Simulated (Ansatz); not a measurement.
Deforming CuO

```
Cu O
1.0
     2.63683    0.00000    0.00000
     0.00000    2.63683    0.00000
     0.00000    0.00000    2.63683
Cu O
1 1
Direct
  0.00000 0.00000 0.00000
  0.50000 0.50000 0.50000
```

Atoms are numbered in the order listed.

The structure comes from a relaxation in the same program, started in the CsCl type, and has space group Pm-3m. Whether it is a known phase or the ground state wasn't checked.

Without spin polarisation or U, such a compound can come out metallic where the real one is a magnetic insulator.

Theory: DFT, PBE, all-electron LAPW, scalar-relativistic in Ansatz 0.2.0.

The runs use a Γ-centred 12×12×12 k mesh, Fermi–Dirac smearing of 0.08 eV, basis error target 0.25 meV/atom, no spin polarisation.

The unchanged cell is at -0.02 GPa.

In a metal, stresses and small energies carry noise from the k mesh.

x, y and z are the Cartesian axes of the cell as listed; fractional coordinates follow a strain, and an engineering shear is twice the off-diagonal strain component.

(1) One change gave: energy change -2 meV/atom; stress change (xx, yy, zz, yz, xz, xy) 0.11, 0.11, -0.04, 0.00, 0.00, -2.44 GPa, compression positive. Which change was it?
A. z strained by -3 % at fixed volume
B. xy engineering shear strain of -3 %
C. atom 1 (Cu) moved by (0.2000, 0.0000, 0.0000) Å

Answers

(1) B. For z strained by -3 % at fixed volume: energy change +10 meV/atom; stress change (xx, yy, zz, yz, xz, xy) -3.65, -3.65, 8.16, 0.00, 0.00, 0.00 GPa, compression positive. For atom 1 (Cu) moved by (0.2000, 0.0000, 0.0000) Å: energy change +3 meV/atom; stress change (xx, yy, zz, yz, xz, xy) 2.78, 2.44, 2.44, 0.00, 0.00, 0.00 GPa, compression positive; change of the force on Cu1 (0.016, 0.000, 0.000) eV/Å.
